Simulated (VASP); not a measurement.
## A VASP 6.6.1 single-point calculation on SnO2

INCAR

```
ISMEAR = 2
NBANDS = 20
NELM = 86
ALGO = Normal
LCHARG = .FALSE.
ENCUT = 520
IBRION = -1
METAGGA = R2SCAN
ISIF = 2
LASPH = .TRUE.
PREC = Accurate
LWAVE = .FALSE.
SIGMA = 0.5
EDIFF = 1E-7
LREAL = .FALSE.
NSW = 0
```

KPOINTS

```
KPOINTS created by Atomic Simulation Environment
0
Monkhorst-Pack
8 8 8
0 0 0
```

POSCAR

```
Sn O
 1.0000000000000000
     0.0000000000000000    2.5334669720086236    2.5334669720086236
     2.5334669720086236    0.0000000000000000    2.5334669720086236
     2.5334669720086236    2.5334669720086236    0.0000000000000000
 Sn  O
   1   2
Cartesian
 -0.0000000000000000  0.0000000000000000  0.0000000000000000
  1.2667334860043118  1.2667334860043118  1.2667334860043118
  3.8002004580129354  3.8002004580129354  3.8002004580129354
```

The recommended PBE PAW datasets give the neutral cell 26 valence electrons.

Command

```
mpirun -np 1 vasp_std
```

**Question.** Predict the outcome of this run.

**Answer.** It converged. Results: gap between bands v and c on the k mesh 1.33 eV; least direct gap on the k mesh 2.73 eV; pressure 1.3 GPa. Band v is the last that the valence electrons fill when counted band by band, and c is the next.

OSZICAR

```
N       E                     dE             d eps       ncg     rms          rms(c)
DAV:   1     0.220050604186E+03    0.22005E+03   -0.13669E+04  2568   0.207E+03
DAV:   2    -0.247820626163E+02   -0.24483E+03   -0.23284E+03  2580   0.508E+02
DAV:   3    -0.502947981812E+02   -0.25513E+02   -0.25229E+02  2760   0.139E+02
DAV:   4    -0.509797061368E+02   -0.68491E+00   -0.68402E+00  2724   0.234E+01
DAV:   5    -0.509966496733E+02   -0.16944E-01   -0.16942E-01  3164   0.379E+00    0.107E+01
DAV:   6    -0.413129456809E+02    0.96837E+01   -0.66151E+00  3448   0.590E+01    0.436E+00
DAV:   7    -0.414474903992E+02   -0.13454E+00   -0.12199E+00  2712   0.967E+00    0.241E+00
DAV:   8    -0.414848915016E+02   -0.37401E-01   -0.16240E-01  3612   0.629E+00    0.681E-01
DAV:   9    -0.414731563257E+02    0.11735E-01   -0.60176E-02  3724   0.411E+00    0.145E-01
DAV:  10    -0.414734686137E+02   -0.31229E-03   -0.45280E-03  2652   0.561E-01    0.867E-02
DAV:  11    -0.414735616092E+02   -0.92995E-04   -0.11048E-03  2792   0.313E-01    0.570E-02
DAV:  12    -0.414735236593E+02    0.37950E-04   -0.76368E-05  3084   0.809E-02    0.282E-02
DAV:  13    -0.414735127569E+02    0.10902E-04   -0.66040E-05  2948   0.655E-02    0.142E-03
DAV:  14    -0.414735127345E+02    0.22419E-07   -0.16418E-06  2712   0.112E-02    0.223E-03
DAV:  15    -0.414735128162E+02   -0.81636E-07   -0.44889E-08  1700   0.379E-03
   1 F= -.41473513E+02 E0= -.41478588E+02  d E =0.203002E-01
```

These settings aren't sound, so the numbers aren't properties of the crystal. The shifted mesh misses Γ, so a band edge there is missed.

On sound settings r²SCAN gives a gap of 0.86 eV on its mesh and a pressure of 1.4 GPa for the intended cell.
